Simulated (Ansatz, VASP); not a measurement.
**Al2O5: VASP beside Ansatz**

```xyz
7
Lattice="3.0000 0.0000 0.0000 -1.5000 2.5981 0.0000 0.0000 0.0000 9.3000" Properties=species:S:1:pos:R:3 pbc="T T T"
Al    0.0000    1.7321    0.9300
Al    1.5000    0.8660    8.3700
O     0.0000    0.0000    4.0269
O     0.0000    0.0000    5.2731
O     1.5000    0.8660    1.8135
O     0.0000    1.7321    7.4865
O     0.0000    0.0000    0.0000
```

Alike in both runs: task relaxation of cell and atoms; functional PBE; k mesh 6 × 6 × 2; occupations gaussian, width 0.2 eV; no spin polarisation.

|  | VASP | Ansatz |
| --- | --- | --- |
| version | VASP 6.6.1 | Ansatz 0.2.0 |
| potentials or method | VASP PAW PBE potentials, release 64 (Al, O) | scalar-relativistic, plane waves, PAW |
| plane-wave cutoff (eV) | 600 | 420 |
| valence electrons in the cell | 36 | 36 |

VASP gave:

| Property | Result |
| --- | --- |
| gap on the k mesh at the Fermi level, each at its own relaxed structure (eV) | none |
| relaxed volume (Å³/atom) | 11.44 |
| relaxed cell length with the largest relative difference (Å) | 11.227 |
| energy change over the relaxation (meV/atom) | -537 |

**Question.** Which values does Ansatz return?

**Answer.** gap on the k mesh at the Fermi level, each at its own relaxed structure (eV): none; relaxed volume (Å³/atom): 11.87; relaxed cell length with the largest relative difference (Å): 11.645; energy change over the relaxation (meV/atom): -547.

A gap of «none» marks a metal or a gap that the smearing closes.

Caveats: the k mesh is coarse (spacing up to 0.40 Å⁻¹), so the values aren't converged; the standard files for N, O and F lose accuracy on very short bonds.
